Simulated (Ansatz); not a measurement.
Sb: one input, then a changed one

Structure from Materials Project entry mp-567409 (possibly hypothetical), not relaxed further.

First run: DFT, r2SCAN, PAW with Ansatz's default frozen-core files, scalar-relativistic (Ansatz 0.2.0).

Command: `ansatz run input.yaml --threads 1 --pin off --max-ram 4096MiB --backend cpu --events-out ev --progress --plain --runs-dir out` The run took 2.9 min on 1 thread of Arm Neoverse V1, on a shared host.

```yaml
crystal:
  lattice:
    - [4.5277, 0.0, 0.0]
    - [0.0, 4.4211, 0.0]
    - [-1.320519, 0.0, 6.364348]
  atoms:
    - { symbol: Sb, position: [0.66007, 0.75, 0.31633] }
    - { symbol: Sb, position: [0.063362, 0.25, 0.237242] }
    - { symbol: Sb, position: [0.936638, 0.75, 0.762758] }
    - { symbol: Sb, position: [0.33993, 0.25, 0.68367] }
kpoints:
  mp_grid: { grid: [9, 9, 7] }
  band_path:
    path:
      - [0.0, 0.0, 0.0]
      - [0.0, 0.5, 0.0]
      - [0.0, 0.5, 0.5]
      - [0.0, 0.0, 0.5]
      - [0.0, 0.0, 0.0]
      - [-0.5, 0.0, 0.5]
      - [-0.5, 0.5, 0.5]
      - [0.0, 0.5, 0.0]
      - [-0.5, 0.5, 0.0]
    npoints: 14
scf:
  occupations: { method: fermi_dirac, width: 0.08 }
hamiltonian:
  xc: r2scan
  pseudopotentials: { kind: paw }
output:
  forces: true
  stress: true
  eigenvalues: true
  efg: { contact_densities: true }
  populations: true
  bader: true
  dos: { projected: true, de: 0.2, e_range: [-14, 8] }
  write_density: true
  write_potential: true
  elf: true
  volumetric_format: npy
```

Result: converged; pressure -0.74 GPa; largest force 0.308 eV/Å; no gap on the k mesh; 8 SCF iterations.

No spin–orbit coupling, which matters for the heavy atoms here.

A second input differs as follows:

```diff
@@ -24,5 +24,5 @@
     npoints: 14
 scf:
-  occupations: { method: fermi_dirac, width: 0.08 }
+  max_iter: 50
 hamiltonian:
   xc: r2scan
@@ -34,9 +34,3 @@
   efg: { contact_densities: true }
   populations: true
-  bader: true
-  dos: { projected: true, de: 0.2, e_range: [-14, 8] }
-  write_density: true
-  write_potential: true
-  elf: true
-  volumetric_format: npy
```

Question: What is wrong with it, and what does the program do?

Answer: The fault is no occupation method. The run refused before any iteration. The log ends:
```
Error: YAML parse error: `scf.occupations.method` is required: fixed only where the cell keeps a band gap throughout the run, explicit beside scf.occupations.values (under evaluate: without them), else a smearing such as fermi_dirac (scf.occupations.width is optional; its entry in the input reference gives the default)
```
